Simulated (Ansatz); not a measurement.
Crystal: PtSe2 (Sudovikovite).

```
Pt Se
1.0
     3.72400    0.00000    0.00000
    -1.86200    3.22508    0.00000
     0.00000    0.00000    5.06200
Pt Se
1 2
Direct
  0.00000 0.00000 0.00000
  0.66667 0.33333 0.75000
  0.33333 0.66667 0.25000
```

* Program: Ansatz 0.2.0
* Task: relaxation of cell and atoms
* Functional: PBE0
* Potentials or basis: Ansatz PAW
* Cutoff: 420 eV (not typed: the program's choice for these potentials)
* k mesh: 4 × 4 × 3
* Occupations: fermi-dirac, width 0.05 eV
* Spin: no spin polarisation

At the start: volume 20.27 Å³/atom.

Q: How do energy, volume and symmetry change on relaxing?

A: It ends after 13 steps and the volume is 23.25 Å³/atom (+14.7 %); space group P-3m1 (No. 164, to 0.05 Å).

The path:
| step | energy change (eV) | largest force (eV/Å) | volume (Å³) |
| --- | --- | --- | --- |
| 1 | 0.0000 | 0.0596 | 60.80 |
| 2 | -0.0022 | 0.1902 | 65.49 |
| 3 | -0.0253 | 0.0152 | 63.86 |
| 4 | -0.0313 | 0.0039 | 64.63 |
| 5 | -0.0398 | 0.0077 | 66.59 |
| 6 | -0.0403 | 0.0088 | 67.50 |
| 7 | -0.0403 | 0.0029 | 67.54 |
| 8 | -0.0435 | 0.0017 | 67.54 |
| 9 | -0.0442 | 0.0032 | 68.33 |
| 10 | -0.0444 | 0.0065 | 69.41 |
| 11 | -0.0444 | 0.0003 | 69.55 |
| 12 | -0.0443 | 0.0004 | 69.75 |
| 13 | -0.0448 | 0.0003 | 69.75 |

Final structure:
```cif
data_structure
_symmetry_space_group_name_H-M 'P 1'
_symmetry_Int_Tables_number 1
_cell_length_a 3.7063
_cell_length_b 3.7063
_cell_length_c 5.8631
_cell_angle_alpha 90.000
_cell_angle_beta 90.000
_cell_angle_gamma 120.000
_cell_volume 69.75
loop_
_atom_site_label
_atom_site_type_symbol
_atom_site_fract_x
_atom_site_fract_y
_atom_site_fract_z
_atom_site_occupancy
Pt1 Pt 0.00000 0.00000 0.00000 1
Se1 Se 0.66667 0.33333 0.77894 1
Se2 Se 0.33333 0.66667 0.22106 1
```

Caveat: the k mesh is coarse (spacing up to 0.49 Å⁻¹), so the values aren't converged, least of all with exact exchange; the plane-wave basis is chosen anew once the cell has moved, so the energies of steps on either side of that aren't comparable; this functional lacks dispersion, which binds the layers, so the pressure and a relaxed spacing across them are unreliable; the volume moved by +15 % from the deposited cell, more than functionals usually miss; the PAW data sets come from PBE, with cores solved anew for the run's functional, which leaves a small shift of forces and pressure.
